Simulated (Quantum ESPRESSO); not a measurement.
Crystal: WC (Qusongite).

```
W C
1.0
     2.90650    0.00000    0.00000
    -1.45325    2.51710    0.00000
     0.00000    0.00000    2.83660
W C
1 1
Direct
  0.00000 0.00000 0.00000
  0.66667 0.33333 0.50000
```

Base run:

| Property | Result |
| --- | --- |
| Program | Quantum ESPRESSO 7.5 |
| Functional | PBEsol |
| Potentials or basis | GBRV 1.5 PBEsol |
| Cutoff | 762 eV |
| Density cutoff | 6095 eV |
| k mesh | 10 × 10 × 9 |
| Occupations | fermi-dirac, width 0.05 eV |
| Spin | no spin polarisation |
| Hubbard terms | W d U = 5 eV |

Its results: band gap on the k mesh none (metal or under the smearing width); pressure -1.5 GPa.

The run is repeated on the same cell with these changes: hubbard terms from W d U = 5 eV to W d U = 3 eV. What comes out?

Band gap on the k mesh none (metal or under the smearing width); pressure -2.0 GPa.

Caveats: U without spin polarisation on a metal has little footing; the U is typed as a test and isn't derived for this compound.
